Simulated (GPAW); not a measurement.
# Ag (P6_3/mmc) in GPAW: phonons with PBE

Aim: the phonons of Ag with PBE.

All numbers are computed with GPAW 26.7.0; they aren't measurements. Logs are shortened: lines on timing, memory, paths and dates and some standing lists are left out, and cuts for length are marked. The log counts tension as positive stress, the text compression.

### Step 1. Starting point

The structure is hexagonal, space group P6_3/mmc (No. 194). The conventional cell has a = 2.930 Å, b = 2.930 Å, c = 4.790 Å, α = 90.00°, β = 90.00°, γ = 120.00°. Around Ag (site symmetry -6m2) lie 12 Ag at 2.93 Å.

This isn't the form of Ag at room conditions, which is fcc.

### Step 2. Phonons, PBE

run.py

```python
import json
import numpy as np
from ase import Atoms
from ase.constraints import FixSymmetry
from ase.io import read, write
from ase.optimize import BFGS
from phonopy import Phonopy
from phonopy.structure.atoms import PhonopyAtoms
from gpaw import GPAW, PW

atoms = read('POSCAR')

calc = GPAW(mode=PW(510),
            xc='PBE',
            kpts={'size': (7, 7, 4), 'gamma': True},
            occupations={'name': 'fermi-dirac', 'width': 0.05},
            nbands=31,
            convergence={'density': 1e-06, 'eigenstates': 1e-09},
            maxiter=150,
            txt='gpaw.txt')
atoms.calc = calc
atoms.set_constraint(FixSymmetry(atoms))
BFGS(atoms, trajectory='relax.traj', logfile='-').run(fmax=0.005, steps=40)
atoms.set_constraint()
energy = atoms.get_potential_energy()
forces = atoms.get_forces()
stress = atoms.get_stress()
calc.write('gs.gpw')
write('result.traj', atoms)
print('Cell:', atoms.cell.cellpar().round(4))
print(atoms.get_scaled_positions().round(5))

def force_constants(scale):
    unit = PhonopyAtoms(symbols=atoms.get_chemical_symbols(), cell=atoms.cell[:] * scale**(1 / 3),
                        scaled_positions=atoms.get_scaled_positions())
    ph = Phonopy(unit, supercell_matrix=np.diag([1, 1, 1]), primitive_matrix=np.eye(3), symprec=1e-4)
    ph.generate_displacements(distance=0.01)
    forces = []
    for i, sc in enumerate(ph.supercells_with_displacements):
        a = Atoms(sc.symbols, cell=sc.cell, scaled_positions=sc.scaled_positions, pbc=True)
        c = GPAW(mode=PW(510),
                 xc='PBE',
                 kpts={'size': (7, 7, 4), 'gamma': True},
                 occupations={'name': 'fermi-dirac', 'width': 0.05},
                 nbands=31,
                 convergence={'density': 1e-06, 'eigenstates': 1e-09},
                 maxiter=150,
                 txt=f'disp-{scale:.3f}-{i:02d}.txt')
        a.calc = c
        f = a.get_forces()
        forces.append(f - f.mean(axis=0))
        print(f'displacement {i}: drift', f.mean(axis=0).round(5), flush=True)
    ph.forces = forces
    ph.produce_force_constants()
    ph.symmetrize_force_constants()
    return ph

qpoints = [[0.0, 0.0, 0.0]]
results = {}
for scale in [1.0]:
    ph = force_constants(scale)
    ph.run_qpoints(qpoints)
    nu = ph.qpoints.frequencies * 33.35641  # THz to cm^-1
    results[f'{scale:.3f}'] = nu.tolist()
    for qp, f in zip(qpoints, nu):
        print(scale, np.round(qp, 4), f.round(2))
json.dump(results, open('phonons.json', 'w'))
```

POSCAR

```
Ag
1.0
    2.9300000000      0.0000000000      0.0000000000
   -1.4650000000      2.5374544331      0.0000000000
    0.0000000000      0.0000000000      4.7900000000
Ag
2
Direct
    0.6666666667      0.3333333333      0.7500000000
    0.3333333333      0.6666666667      0.2500000000
```

Potentials or basis: GPAW PAW data sets (gpaw-data 1.2.1), pw.

Started as:

```console
OMP_NUM_THREADS=1 python run.py
```

gpaw.txt:

```text
__  _  _
 | _ |_)|_||  |
 |__||  | ||/\| - 26.7.0

Input parameters:
  mode=PW(ecut=510.0),
  convergence={'density': 1e-06, 'eigenstates': 1e-09},
  kpts=MonkhorstPack(size=(7, 7, 4), gamma=True),
  maxiter=150,
  nbands=31,
  occupations=Occupations(name='fermi-dirac', width=0.05),
  xc=XC(name='PBE')

Diagonalizing LCAO Hamiltonian
Converting LCAO to pw mode

          Ag

        Ag

Atoms  # Å, Bohr magnetons
|   | symbol |        x |        y |        z |    initial magnetic moments |
|---|--------|----------|----------|----------|-----------------------------|
| 0 |     Ag | 1.465000 | 0.845818 | 3.592500 | ( 0.0000,  0.0000,  0.0000) |
| 1 |     Ag | 0.000000 | 1.691636 | 1.197500 | ( 0.0000,  0.0000,  0.0000) |

Unit cell  # Å
| periodic |         x |        y |        z |  lengths |     angles |
|----------|-----------|----------|----------|----------|------------|
|      yes |  2.930000 | 0.000000 | 0.000000 | 2.930000 |  90.000000 |
|      yes | -1.465000 | 2.537454 | 0.000000 | 2.930000 |  90.000000 |
|      yes |  0.000000 | 0.000000 | 4.790000 | 4.790000 | 120.000000 |

Number of symmetries: 12
Symmetry operations  # r_c * U_cc + t_c -> r_c
|    | kind |            matrix            |
|----|------|------------------------------|
|  0 |  σ   |  1, 1, 0,  0,-1, 0,  0, 0, 1 |
|  1 |  S6  |  1, 1, 0, -1, 0, 0,  0, 0,-1 |
|  2 |  E   |  1, 0, 0,  0, 1, 0,  0, 0, 1 |
|  3 |  C2  |  1, 0, 0, -1,-1, 0,  0, 0,-1 |
|  4 |  C2  |  0, 1, 0,  1, 0, 0,  0, 0,-1 |
|  5 |  C3  |  0, 1, 0, -1,-1, 0,  0, 0, 1 |
|  6 |  S6  |  0,-1, 0,  1, 1, 0,  0, 0,-1 |
|  7 |  σ   |  0,-1, 0, -1, 0, 0,  0, 0, 1 |
|  8 |  σ   | -1, 0, 0,  1, 1, 0,  0, 0, 1 |
|  9 |  i   | -1, 0, 0,  0,-1, 0,  0, 0,-1 |
| 10 |  C3  | -1,-1, 0,  1, 0, 0,  0, 0, 1 |
| 11 |  C2  | -1,-1, 0,  0, 1, 0,  0, 0,-1 |

BZ-sampling:
  Number of BZ points: 196
  Number of IBZ points: 28

  Monkhorst-Pack size: [7, 7, 4]
  Monkhorst-Pack shift: [0.0, 0.0, 0.125]

K-points  # in reciprocal-cell coordinates
|     |                                coordinates |     weight |
|-----|--------------------------------------------|------------|
|   0 | (  0.00000000,   0.00000000,   0.00000000) | 0.00510204 |
|   1 | (  0.00000000,   0.00000000,   0.25000000) | 0.01020408 |
|   2 | (  0.00000000,   0.00000000,   0.50000000) | 0.00510204 |
|   3 | (  0.14285714,   0.00000000,  -0.25000000) | 0.03061224 |
|   4 | (  0.14285714,   0.00000000,   0.00000000) | 0.03061224 |
|   5 | (  0.14285714,   0.00000000,   0.25000000) | 0.03061224 |
|   6 | (  0.14285714,   0.00000000,   0.50000000) | 0.03061224 |
|   7 | (  0.28571429,  -0.14285714,   0.00000000) | 0.03061224 |
|   8 | (  0.28571429,  -0.14285714,   0.25000000) | 0.06122449 |
|   9 | (  0.28571429,  -0.14285714,   0.50000000) | 0.03061224 |
| ... |                                            |            |
|  27 | (  0.42857143,   0.42857143,   0.50000000) | 0.03061224 |

Plane wave coefficients: 966
Cutoff: 510.0 eV

Spin-components: 1 (collinear spins)
Bands:           31
Projectors:      12
Spin-degeneracy: 2
Datatype:        complex128

Parallelization:
  kpt:    1
  domain: 1
  band:   1

Density:
  Valence electrons: 34.0
  Components: 1
  Grid points: [16 16 25]
  Charge: 0.0  # |e|

Potential:
  Grid points: [16 16 25]

species:
  Ag:
    name:    Silver
    Z:       47.0
    valence: 17
    core:    30
    charge:  0.0  # [|e|]
    compensation charges:
      type: gauss
      rc: 0.40  # [Å]
      lmax: 2
    cutoffs:
      filter: 2.35  # [Å]
      core: 2.19  # [Å]
    projectors
    | kind |    occ | energy [eV] | rcut [Å] |
    |------|--------|-------------|----------|
    |   5s |  1.000 |      -4.401 |    1.286 |
    |   4p |  6.000 |     -58.577 |    1.328 |
    |   5p |  0.000 |      -0.738 |    1.328 |
    |   4d | 10.000 |      -7.446 |    1.180 |
    |    s |        |      22.811 |    1.286 |
    |    d |        |      19.766 |    1.180 |

    Using partial waves for Ag as LCAO basis

Reference energy: -289195.652707  # eV

eigensolver:
  PPCG
  Converge bands: occupied
  niter=2

density mixing:
  MSR1-Mixer
  Pratt-step length: 0.05
  Maximum mixing coefficient: 0.75
  Old densities: 10
  SVD Regularization: 0.005
  Good broyden scale: 1.0
  Trust region scale: 1.0
  Backstep threshold: 4.0
  History deletion threshold: 6.0
  Fourier metric: weight=20.0, sigma=0.015

occupation numbers:
  Fermi-Dirac:
    width: 0.0500  # eV

poisson solver:
  ecut: 4080.0  # eV

xc functional:
  name: PBE with 2 nearest neighbor stencil

convergence criteria:
- Maximum integral of absolute [dens]ity change: 1e-06 electrons / valence electron
- Maximum integral of absolute [eigenst]ate change: 1e-09 eV^2 / valence electron
- Maximum [total energy] change in last 3 cyles: 0.0005 eV / valence electron
maximum number of iterations: 150

SCF iterations
|iter     | |      energy | eigst |  dens |
|---------|-|-------------|-------|-------|
|iter:   1| |   -6.235285 | -0.67 |       |
|iter:   2| |   -6.112508 | -3.33 | -1.32 |
|iter:   3| |   -5.755967 | -2.93 | -1.37 |
|iter:   4| |   -5.751776 | -4.27 | -2.13 |
|iter:   5| |   -5.750454c| -4.30 | -2.40 |
|iter:   6| |   -5.750459c| -6.93 | -3.90 |
|iter:   7| |   -5.750459c| -7.36 | -4.15 |
|iter:   8| |   -5.750459c| -9.34c| -5.18 |
|iter:   9| |   -5.750459c| -9.38c| -5.71 |
|iter:  10| |   -5.750459c|-10.04c| -6.30c|

Converged in 10 steps
Energy contributions relative to reference atoms: (reference = -289195.652707)

Energy contributions:
  Kinetic:          -4.111590
  Coulomb:           1.259551
  Zero:              0.336122
  External:          0.000000
  Xc:               -3.230637
  Entropy:          -0.007809
  Spinorbit:         0.000000
  ----------------------------
  Free energy:      -5.754363
  Extrapolated:     -5.750459

dipole moment: (0.000000, 0.000001, 0.000001)  # |e|*Ang

Fermi level: 7.737
Eigenvalues  # (at kpt = [0.000, 0.000, 0.000])
| band index |      eig [eV] | occ [0-2] |
|------------|---------------|-----------|
|          0 |       -47.742 |     2.000 |
|        ... |               |           |
|         10 |         3.141 |     2.000 |
|         11 |         3.361 |     2.000 |
|         12 |         3.361 |     2.000 |
|         13 |         3.688 |     2.000 |
|         14 |         3.688 |     2.000 |
|         15 |         4.634 |     2.000 |
[... 8 lines left out ...]
|         24 |        27.800 |     0.000 |
|         25 |        27.800 |     0.000 |
|        ... |               |           |
|         30 |        32.590 |     0.000 |

No gap
No difference between direct/indirect transitions

Forces  # eV/Ang
|       x |       y |        z |
|---------|---------|----------|
| 0.00000 | 0.00000 |  0.00009 |  # Ag   0
| 0.00000 | 0.00000 | -0.00009 |  # Ag   1

Stress tensor  # eV/Ang^3
|        x |        y |         z |
|----------|----------|-----------|
| 0.001728 | 0.000000 |  0.000000 |
| 0.000000 | 0.001728 |  0.000000 |
| 0.000000 | 0.000000 | -0.002246 |

# Writing to gs.gpw (mode='')
```

Run time: 31 s. Hardware: 1 thread of Intel Xeon 6975P-C (Granite Rapids), shared host; peak memory 0.24 GiB.

Results:

```yaml
Free_energy: -5.7544 eV
Pressure_after_relaxing: -0.1 GPa
Band_gap_on_the_k_mesh: none (metal or under the smearing width)
Highest_phonon_frequency_at_Γ: 152 cm⁻¹
```

Stress tensor (GPa, compression positive):
```
-0.28  0.00  0.00
 0.00 -0.28  0.00
 0.00  0.00  0.36
```

Final structure:
```
Ag
1.0
     2.93000    0.00000    0.00000
    -1.46500    2.53745    0.00000
     0.00000    0.00000    4.79000
Ag
2
Direct
  0.66667 0.33333 0.75000
  0.33333 0.66667 0.25000
```

Levels at points of the mesh, in eV from the Fermi level:
| k point | band 15 | band 16 | band 17 | band 18 | band 19 | band 20 |
| --- | --- | --- | --- | --- | --- | --- |
| (0.00, 0.00, 0.00) | -4.05 | -3.10 | -3.10 | -0.37 | 3.32 | 15.61 |
| (0.00, 0.00, 0.50) | -3.40 | -3.40 | -3.40 | -3.40 | 10.77 | 10.77 |

Phonon frequencies in cm⁻¹ (negative: imaginary):
```tsv
q point	frequencies
(0.000, 0.000, 0.000)	0 0 0 57 57 152
```

Caveat: the cutoff is short for stress and forces, so pressures can be off by a GPa or more.
